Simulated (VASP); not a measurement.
# GaN: relaxed cell and band gap, by functional

GaN, F-43m (no. 216), 2 atoms in the cell.

| Functional | Volume (Å³/atom) | Change from the starting volume (fraction) | Gap, path and mesh (eV) | Time (s) |
|---|---|---|---|---|
| RPBE | 12.03 | 0.051 | 1.46 | 121 |
| revPBE | 11.95 | 0.045 | 1.48 | 142 |
| AM05 | 11.33 | -0.010 | 1.84 | 227 |
| PW91 | 11.75 | 0.027 | 1.56 | 188 |
| BLYP | 12.21 | 0.067 | 1.38 | 473 |
| optPBE exchange with PBE correlation | 11.65 | 0.018 | 1.60 | 160 |
| optB88 exchange with PBE correlation | 11.50 | 0.005 | 1.66 | 114 |
| optB86b exchange with PBE correlation | 11.35 | -0.008 | 1.72 | 132 |
| CX exchange with PBE correlation | 11.23 | -0.018 | 1.77 | 120 |

## Input of the first row

INCAR.step1:
```
ALGO = Normal
EDIFF = 1E-7
EDIFFG = -0.005
ENCUT = 600
GGA = RP
GGA_COMPAT = False
IBRION = 2
ISIF = 3
ISMEAR = 0
LASPH = True
LCHARG = False
LREAL = False
LWAVE = False
NELM = 150
NSW = 60
PREC = Accurate
SIGMA = 0.02
```

INCAR.step2, as INCAR.step1 but for:
```
- NSW = 60
+ NSW = 40
```

INCAR.step3, as INCAR.step2 but for:
```
- EDIFFG = -0.005
- IBRION = 2
- ISIF = 3
- NSW = 40
+ ISIF = 2
+ NBANDS = 16
```

KPOINTS:
```
k-points
0
Gamma
  8 8 8
```

KPOINTS_OPT:
```
path GXWKGLUWLK,UX
8
line-mode
reciprocal
 0.0000000000  0.0000000000  0.0000000000  G
 0.5000000000  0.0000000000  0.5000000000  X

 0.5000000000  0.0000000000  0.5000000000  X
 0.5000000000  0.2500000000  0.7500000000  W

 0.5000000000  0.2500000000  0.7500000000  W
 0.3750000000  0.3750000000  0.7500000000  K

 0.3750000000  0.3750000000  0.7500000000  K
 0.0000000000  0.0000000000  0.0000000000  G

 0.0000000000  0.0000000000  0.0000000000  G
 0.5000000000  0.5000000000  0.5000000000  L

 0.5000000000  0.5000000000  0.5000000000  L
 0.6250000000  0.2500000000  0.6250000000  U

 0.6250000000  0.2500000000  0.6250000000  U
 0.5000000000  0.2500000000  0.7500000000  W

 0.5000000000  0.2500000000  0.7500000000  W
 0.5000000000  0.5000000000  0.5000000000  L

 0.5000000000  0.5000000000  0.5000000000  L
 0.3750000000  0.3750000000  0.7500000000  K

 0.6250000000  0.2500000000  0.6250000000  U
 0.5000000000  0.0000000000  0.5000000000  X
```

POSCAR.step1:
```
GaN
1.0
    0.0000000000      2.2535006075      2.2535006075
    2.2535006075      0.0000000000      2.2535006075
    2.2535006075      2.2535006075      0.0000000000
Ga N
1 1
Direct
    0.0000000000      0.0000000000      0.0000000000
    0.2500000000      0.2500000000      0.2500000000
```

Commands (each step's output is kept before the next begins):
```
cat potpaw_PBE.64/Ga_d/POTCAR potpaw_PBE.64/N/POTCAR > POTCAR
cp INCAR.step1 INCAR
cp POSCAR.step1 POSCAR
mpirun -np 1 vasp_std > vasp.out
cp CONTCAR POSCAR
rm WAVECAR CHG
cp INCAR.step2 INCAR
mpirun -np 1 vasp_std > vasp.out
cp CONTCAR POSCAR
rm WAVECAR CHG
cp INCAR.step3 INCAR
mpirun -np 1 vasp_std > vasp.out
```

Changes of the last row against the first:
```
(all steps)
- GGA = RP
+ GGA = CX
```

VASP 6.6.1 took 121 s on 1 core (AMD EPYC 7R43 (Zen 3)), a shared host.
